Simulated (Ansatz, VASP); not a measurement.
# InGaP2 (Ga0.51In0.49P, zinc blende alloy lattice matched to GaAs) in two plane-wave programs, part 2 of 3

One calculation is typed for both programs; each brings its own data sets. How far apart do they land? The cell is invented: As first built, before any earlier steps moved the atoms (in the runner's words): 2x2x2 conventional cells of the GaP type (64 atoms: 32 P, 16 Ga, 16 In); Ga/In share their sites, the best of 600 random draws by like-pair counts in two shells; start lattice by linear mixing of the end members' cells; atoms moved at random by 0.02 A. It may not be a known or stable phase. Of the first pair: The structure shown is the start of the Ansatz relaxation below; VASP solves that cell, so the two are compared at the walk's first step.

VASP 6.6.1 and Ansatz 0.2.0.

So far: Set-up; Ansatz: relaxation, PBE.

### Step 3. VASP: single point, PBE, start cell, pair 1

Level of this step: PBE; plane waves and PAW (P, Ga_d, In_d); invented cell (VASP).

The same cell, functional, mesh and smearing now go to VASP, with its own data sets.

Lines of VASP's logs that name or quote its potential files are left out, and so is its time.

INCAR reads:

```
SYSTEM = InGaP2
PREC = Accurate
ENCUT = 400
EDIFF = 1E-06
NELM = 120
ISMEAR = -1
SIGMA = 0.01
LREAL = Auto
ALGO = Normal
GGA = PE
NBANDS = 336
LORBIT = 11
LWAVE = .FALSE.
LCHARG = .FALSE.
ISIF = 2
ISYM = 0
LASPH = .TRUE.
GGA_COMPAT = .FALSE.
EFERMI = MIDGAP
KPAR = 4
```

POSCAR reads:

```
InGaP2
1.0
   11.3032900000      0.0000000000      0.0000000000
    0.0000000000     11.3032900000      0.0000000000
    0.0000000000      0.0000000000     11.3032900000
P Ga In
32 16 16
Direct
    0.1253705779      0.1220618068      0.3762886735
    0.1246539724      0.3747935336      0.1226103197
    0.3748908504      0.1247159013      0.1248928409
    0.3766690937      0.3774918630      0.3752270357
    0.1246008905      0.1269718816      0.8736129039
    0.1248397590      0.3753774344      0.6254196787
    0.3737495897      0.1245301147      0.6247296141
    0.3745015832      0.3725287062      0.8749930330
    0.1213717422      0.6242784181      0.3777041905
    0.1259367848      0.8752142075      0.1228314942
    0.3796505265      0.6261362842      0.1229022700
    0.3716705490      0.8763023863      0.3725198593
    0.1245743496      0.6250038706      0.8763731622
    0.1255298236      0.8769216750      0.6234556488
    0.3763771433      0.6264990105      0.6251896572
    0.3748820034      0.8796023105      0.8750903498
    0.6269767475      0.1255917525      0.3731656889
    0.6221197545      0.3741034690      0.1247601362
    0.8778683021      0.1235569467      0.1253174961
    0.8721531519      0.3770229730      0.3789604620
    0.6227567372      0.1203631863      0.8753380653
    0.6246234503      0.3753508934      0.6248623188
    0.8745772249      0.1259367848      0.6247384611
    0.8776825154      0.3725817881      0.8774259530
    0.6254285257      0.6243403469      0.3714316805
    0.6271802281      0.8731263199      0.1246362785
    0.8751434317      0.6250304115      0.1248928409
    0.8754884640      0.8746656947      0.3749704732
    0.6246588383      0.6232875561      0.8729316863
    0.6235618125      0.8722770096      0.6245880624
    0.8754088411      0.6259858855      0.6279056806
    0.8740817939      0.8761342936      0.8739402422
    0.9987888482      0.9980014668      0.5001994994
    0.2508738606      0.9987800012      0.7484369595
    0.0006812176      0.7482511729      0.2516612420
    0.9989215529      0.5022696932      0.5024289388
    0.2485294105      0.5033667189      0.7500471102
    0.2500510913      0.7514537803      0.5002260404
    0.5024200918      0.0010793318      0.0013712822
    0.7500471102      0.9985322857      0.2503961236
    0.4982620104      0.9988684710      0.5015619346
    0.5028270530      0.2516612420      0.7514272393
    0.7497020779      0.2519443454      0.5030659215
    0.5012522903      0.4994828939      0.0006635236
    0.7533027995      0.7497817007      0.9963736222
    0.4993236482      0.4998190792      0.5010488097
    0.7523827134      0.5010576567      0.7501444270
    0.7474726385      0.7541167218      0.4935465692
    0.9980191608      0.0012385774      0.9996381584
    0.9989569409      0.2495733543      0.2517585588
    0.2499006926      0.0024063790      0.2508119317
    0.2489186777      0.2514577614      0.0002565625
    0.0002211745      0.2484055527      0.7494012805
    0.2471315874      0.2468661779      0.5019512018
    0.9999035679      0.4984035621      0.9987800012
    0.2520858971      0.4994386590      0.2509977184
    0.2514400674      0.7533293404      0.9980899366
    0.0005396659      0.7512326057      0.7519315173
    0.5004295210      0.2491663931      0.2510684942
    0.7490031663      0.2493521798      0.9989480939
    0.7514626273      0.9995585356      0.7502063558
    0.4994032711      0.7538424653      0.2528025026
    0.7487731448      0.4994209650      0.2482993889
    0.5013673010      0.7500736511      0.7487642978
```

KPOINTS reads:

```
Points of the shifted mesh
8
Reciprocal
 0.2500000000  0.2500000000  0.2500000000 1
 0.2500000000  0.2500000000  0.7500000000 1
 0.2500000000  0.7500000000  0.2500000000 1
 0.2500000000  0.7500000000  0.7500000000 1
 0.7500000000  0.2500000000  0.2500000000 1
 0.7500000000  0.2500000000  0.7500000000 1
 0.7500000000  0.7500000000  0.2500000000 1
 0.7500000000  0.7500000000  0.7500000000 1
```

PAW data sets: P, Ga_d and In_d (PBE family, release 64).

On the command line:

```bash
> mpirun -np 8 vasp_std
```

Numbers of over 12 decimals in the logs are rounded to 6 here.

The log of the run:

```text
[banner, memory and clock lines left out]
running    8 mpi-ranks, on    1 nodes
[...]
|                                                                             |
|           W    W    AA    RRRRR   N    N  II  N    N   GGGG   !!!           |
|           W    W   A  A   R    R  NN   N  II  NN   N  G    G  !!!           |
|           W    W  A    A  R    R  N N  N  II  N N  N  G       !!!           |
|           W WW W  AAAAAA  RRRRR   N  N N  II  N  N N  G  GGG   !            |
|           WW  WW  A    A  R   R   N   NN  II  N   NN  G    G                |
|           W    W  A    A  R    R  N    N  II  N    N   GGGG   !!!           |
|                                                                             |
|     For optimal performance we recommend to set                             |
|       NCORE = 2 up to number-of-cores-per-socket                            |
|     NCORE specifies how many cores store one orbital (NPAR=cpu/NCORE).      |
|     This setting can greatly improve the performance of VASP for DFT.       |
|     The default, NCORE=1 might be grossly inefficient on modern             |
|     multi-core architectures or massively parallel machines. Do your        |
|     Unfortunately you need to use the default for GW and RPA                |
|     calculations (for HF NCORE is supported but not extensively tested      |
|     yet).                                                                   |
|                                                                             |

 LDA part: xc-table for (Slater+PW92), standard interpolation
 POSCAR, INCAR and KPOINTS ok, starting setup
[...]
entering main loop
       N       E                     dE             d eps       ncg     rms          rms(c)
DAV:   1     0.689054346019E+04    0.68905E+04   -0.19871E+05  5376   0.194E+03
DAV:   2     0.141061524819E+04   -0.54799E+04   -0.53477E+04  5416   0.574E+02
DAV:   3    -0.540899405854E+02   -0.14647E+04   -0.13758E+04  6152   0.250E+02
DAV:   4    -0.266018089615E+03   -0.21193E+03   -0.20379E+03  6584   0.845E+01
[...]
DAV:  25    -0.274885332500E+03    0.10569E-05   -0.19575E-06  3720   0.966E-03    0.208E-02
DAV:  26    -0.274885328259E+03    0.42415E-05   -0.66014E-06  4248   0.582E-02    0.496E-03
DAV:  27    -0.274885328270E+03   -0.11009E-07   -0.62536E-06  5048   0.307E-02
   1 F= -.27488533E+03 E0= -.27488533E+03  d E =0.000000E+00
```

Parts of OUTCAR (step 3):

```text
  Total       37.8339320     37.5402503     37.2388884     -1.6073032     -0.1855552     -0.6350348
  in kB       41.9737190     41.6479027     41.3135658     -1.7831743     -0.2058586     -0.7045203
  external PRESSURE =      41.6450625 kB  Pullay stress =       0.0000000 kB

 POSITION                                       TOTAL-FORCE (eV/Angst)
 -----------------------------------------------------------------------------------
      1.41710      1.37970      4.25330        -1.233156     -0.491224      0.729659
      1.40900      4.23640      1.38590        -0.029250      0.075686      0.723349
      4.23750      1.40970      1.41170         0.846994     -0.639143     -0.844334
      4.25760      4.26690      4.24130         0.551014      0.154636      1.196556
      1.40840      1.43520      9.87470         0.956749     -1.262015     -0.622467
      1.41110      4.24300      7.06930        -0.042764      1.751243      0.016289
      4.22460      1.40760      7.06150         1.153872     -0.741235      1.009379
      4.23310      4.21080      9.89030         0.952971      1.269135     -0.948669
      1.37190      7.05640      4.26930        -0.300040      0.753098      0.509233
      1.42350      9.89280      1.38840        -0.977207     -0.700220      1.154918
      4.29130      7.07740      1.38920         0.318257     -0.737151     -0.621080
      4.20110      9.90510      4.21070         0.176912     -0.074231      2.077888
      1.40810      7.06460      9.90590         0.969591     -0.643440     -0.827600
      1.41890      9.91210      7.04710         0.665692      0.539708     -0.532548
[...]
-----------------------------------------------------------------------------------
    total drift:                                0.000373      0.000947      0.004981

  FREE ENERGIE OF THE ION-ELECTRON SYSTEM (eV)
  ---------------------------------------------------
  free  energy   TOTEN  =      -274.8853282697 eV

  energy  without entropy=     -274.8853282697  energy(sigma->0) =     -274.88532827

[... 2 further parts left out ...]
```

The run ends at a pressure of 4.16 GPa, with forces up to 2.1 eV/Å.

### Step 4. Side by side

Known differences besides the potentials themselves: the cutoff is 420 eV in Ansatz and 400 eV in VASP (PREC = Accurate, projectors in real space). Total energies have different zeros and are not compared.

Forces on 7 of the 64 atoms, those with the largest forces and the largest differences (eV/Å; atoms numbered as in POSCAR):

| atom | Ansatz x, y, z | VASP x, y, z |
| --- | --- | --- |
| P6 | -0.043, 1.761, 0.017 | -0.043, 1.751, 0.016 |
| P8 | 0.958, 1.274, -0.954 | 0.953, 1.269, -0.949 |
| P12 | 0.176, -0.074, 2.091 | 0.177, -0.074, 2.078 |
| P19 | -1.425, -0.449, 0.921 | -1.416, -0.447, 0.916 |
| P24 | -1.186, 0.795, -1.206 | -1.181, 0.791, -1.198 |
| P25 | -0.207, 0.138, 2.001 | -0.205, 0.137, 1.991 |
| P30 | 0.421, 0.529, -1.810 | 0.418, 0.525, -1.800 |

The forces differ by 3.9 meV/Å r.m.s., which is 0.6 % of the r.m.s. force of 0.636 eV/Å (both taken over all components).

### Step 5. Ansatz: relaxation, PBE

This run makes the geometry at which the two programs are then compared. The cell compared in this pair holds 1507.23 Å³, against 1444.16 Å³ for the pair before.

The structure compared here is the end of the Ansatz relaxation.

input.yaml reads:

```yaml
crystal:
  lattice:
    - [11.30329, 0.0, 0.0]
    - [0.0, 11.30329, 0.0]
    - [0.0, 0.0, 11.30329]
  atoms:
    - { symbol: P, position: [0.12537, 0.12206, 0.37629] }
    - { symbol: P, position: [0.12465, 0.37479, 0.12261] }
    - { symbol: P, position: [0.37489, 0.12472, 0.12489] }
    - { symbol: P, position: [0.37667, 0.37749, 0.37523] }
    - { symbol: P, position: [0.1246, 0.12697, 0.87361] }
    - { symbol: P, position: [0.12484, 0.37538, 0.62542] }
    - { symbol: P, position: [0.37375, 0.12453, 0.62473] }
    - { symbol: P, position: [0.3745, 0.37253, 0.87499] }
    - { symbol: P, position: [0.12137, 0.62428, 0.3777] }
    - { symbol: P, position: [0.12594, 0.87521, 0.12283] }
    - { symbol: P, position: [0.37965, 0.62614, 0.1229] }
    - { symbol: P, position: [0.37167, 0.8763, 0.37252] }
    - { symbol: P, position: [0.12457, 0.625, 0.87637] }
    - { symbol: P, position: [0.12553, 0.87692, 0.62346] }
    - { symbol: P, position: [0.37638, 0.6265, 0.62519] }
    - { symbol: P, position: [0.37488, 0.8796, 0.87509] }
    - { symbol: P, position: [0.62698, 0.12559, 0.37317] }
    - { symbol: P, position: [0.62212, 0.3741, 0.12476] }
    - { symbol: P, position: [0.87787, 0.12356, 0.12532] }
    - { symbol: P, position: [0.87215, 0.37702, 0.37896] }
    - { symbol: P, position: [0.62276, 0.12036, 0.87534] }
    - { symbol: P, position: [0.62462, 0.37535, 0.62486] }
    - { symbol: P, position: [0.87458, 0.12594, 0.62474] }
    - { symbol: P, position: [0.87768, 0.37258, 0.87743] }
    - { symbol: P, position: [0.62543, 0.62434, 0.37143] }
    - { symbol: P, position: [0.62718, 0.87313, 0.12464] }
    - { symbol: P, position: [0.87514, 0.62503, 0.12489] }
    - { symbol: P, position: [0.87549, 0.87467, 0.37497] }
    - { symbol: P, position: [0.62466, 0.62329, 0.87293] }
    - { symbol: P, position: [0.62356, 0.87228, 0.62459] }
    - { symbol: P, position: [0.87541, 0.62599, 0.62791] }
    - { symbol: P, position: [0.87408, 0.87613, 0.87394] }
    - { symbol: Ga, position: [0.99879, 0.998, 0.5002] }
    - { symbol: Ga, position: [0.25087, 0.99878, 0.74844] }
    - { symbol: Ga, position: [0.00068, 0.74825, 0.25166] }
    - { symbol: Ga, position: [0.99892, 0.50227, 0.50243] }
    - { symbol: Ga, position: [0.24853, 0.50337, 0.75005] }
    - { symbol: Ga, position: [0.25005, 0.75145, 0.50023] }
    - { symbol: Ga, position: [0.50242, 0.00108, 0.00137] }
    - { symbol: Ga, position: [0.75005, 0.99853, 0.2504] }
    - { symbol: Ga, position: [0.49826, 0.99887, 0.50156] }
    - { symbol: Ga, position: [0.50283, 0.25166, 0.75143] }
    - { symbol: Ga, position: [0.7497, 0.25194, 0.50307] }
    - { symbol: Ga, position: [0.50125, 0.49948, 0.00066] }
    - { symbol: Ga, position: [0.7533, 0.74978, 0.99637] }
    - { symbol: Ga, position: [0.49932, 0.49982, 0.50105] }
    - { symbol: Ga, position: [0.75238, 0.50106, 0.75014] }
    - { symbol: Ga, position: [0.74747, 0.75412, 0.49355] }
    - { symbol: In, position: [0.99802, 0.00124, 0.99964] }
    - { symbol: In, position: [0.99896, 0.24957, 0.25176] }
    - { symbol: In, position: [0.2499, 0.00241, 0.25081] }
    - { symbol: In, position: [0.24892, 0.25146, 0.00026] }
    - { symbol: In, position: [0.00022, 0.24841, 0.7494] }
    - { symbol: In, position: [0.24713, 0.24687, 0.50195] }
    - { symbol: In, position: [0.9999, 0.4984, 0.99878] }
    - { symbol: In, position: [0.25209, 0.49944, 0.251] }
    - { symbol: In, position: [0.25144, 0.75333, 0.99809] }
    - { symbol: In, position: [0.00054, 0.75123, 0.75193] }
    - { symbol: In, position: [0.50043, 0.24917, 0.25107] }
    - { symbol: In, position: [0.749, 0.24935, 0.99895] }
    - { symbol: In, position: [0.75146, 0.99956, 0.75021] }
    - { symbol: In, position: [0.4994, 0.75384, 0.2528] }
    - { symbol: In, position: [0.74877, 0.49942, 0.2483] }
    - { symbol: In, position: [0.50137, 0.75007, 0.74876] }
kpoints:
  mp_grid: { grid: [2, 2, 2], shift: [0.5, 0.5, 0.5] }
hamiltonian:
  xc: pbe
scf:
  occupations: { method: fermi_dirac, width: 0.01 }
output:
  forces: true
  stress: true
relax:
  f_tol: 0.02
  max_steps: 45
  cell: { stress_tol: 0.1 }
```

On the command line:

```bash
> ansatz run input.yaml --threads 8 --pin off --max-ram 15360MiB --backend cpu --events-out ev --progress --plain --runs-dir out
```

The log of the run:

```text
[...]
Crystal: 64 atoms, lattice volume = 1444.158 Å³
Basis set: ecut = 420 eV, 28257 PW (Γ), exchange–correlation on 160×160×160 points (8 copies of the dense FFT grid, shifted against one another)
Bands: 352, of which v1, the nominal top of the filled ones, is band 288 counted from 1 (287 counted from 0)
Symmetry: 1 space group operations
[...]
k-points: 4 of 8 (time reversal used)
[...]
- { symbol: In, position: [0.256618, 0.250533, -0.00723089] }
    - { symbol: In, position: [0.000709723, 0.252231, 0.743211] }
    - { symbol: In, position: [0.252415, 0.250575, 0.505960] }
    - { symbol: In, position: [0.997963, 0.504778, 0.997939] }
    - { symbol: In, position: [0.249801, 0.504899, 0.254227] }
[...]
- { symbol: In, position: [0.746213, 1.000000, 0.746180] }
    - { symbol: In, position: [0.503909, 0.751853, 0.251823] }
    - { symbol: In, position: [0.749303, 0.504243, 0.254618] }
    - { symbol: In, position: [0.500293, 0.748126, 0.748108] }
[key lines of the parts left out:]
P = ⅓ Tr σ = 0.0028 GPa (0.028 kbar)
```

(Continued in part 3 of 3.)

[Lines on the potential files, build, host, timing and source positions are cut from VASP's logs without a mark.]

[Logs are printed without paths, hosts, clocks, repeated set-up lines and the standing remarks that a program may print on its own settings, such as how far it seeks lower states.]

[Hosts, paths, dates, database ids (printed as entryN), source tags and the programs' standing remarks are cut or masked in the printed files.]
